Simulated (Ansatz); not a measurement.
Runs of Ansatz 0.2.0 on NaCl. Symmetry: Fm-3m, No. 225, cubic system. Conventional cell: a = 5.588 Å, b = 5.588 Å, c = 5.588 Å, α = 90.00°, β = 90.00°, γ = 90.00°. Cl (site symmetry m-3m) has 6 Na at 2.79 Å as nearest neighbours. Na (site symmetry m-3m) is surrounded by 6 Cl at 2.79 Å. The cell is a database's computed one.

| task | level | cell | cutoff (eV) | points for each segment of the path | gap on the mesh (eV) | pressure (GPa) | relaxed volume (Å³/atom) |
| --- | --- | --- | --- | --- | --- | --- | --- |
| band structure | r2SCAN50 | as given | 500 | 4 | 9.57 | (c) | - |
| relaxation of cell and atoms | PBEsol0 | relaxed | 420 | - | 7.18 | 0.0 | (d) |
| band structure | r2SCANh | as given | 500 | 4 | 6.72 | 0.2 | - |
| band structure | HF | as given | 420 | 4 | (b) | 2.8 | - |
| relaxation of cell and atoms | PBE0 | relaxed | 420 | - | 7.19 | 0.0 | (a) |
| band structure | PBEsol0 | as given | 420 | 4 | 7.17 | -0.1 | - |
| band structure | r2SCAN0 | as given | 500 | 4 | 7.78 | 0.1 | - |
| band structure | PBE0 | as given | 420 | 4 | 7.33 | 0.9 | - |

Alike in all rows: potentials or basis Ansatz PAW; no spin polarisation; k mesh 4 × 4 × 4; smearing fermi-dirac 0.05 eV; the mesh is coarse, so values aren't converged.

Q: Estimate the missing entries.

A: (a) 22.53; (b) 13.92; (c) -0.2; (d) 21.76.

Caveats: all runs use coarse meshes; the PAW data sets come from PBE, with cores solved anew for the run's functional, which leaves a small shift of forces and pressure; the thresholds are loose for stress (some runs); the plane-wave basis is chosen anew once the cell has moved, so the energies of steps on either side of that aren't comparable (some runs).

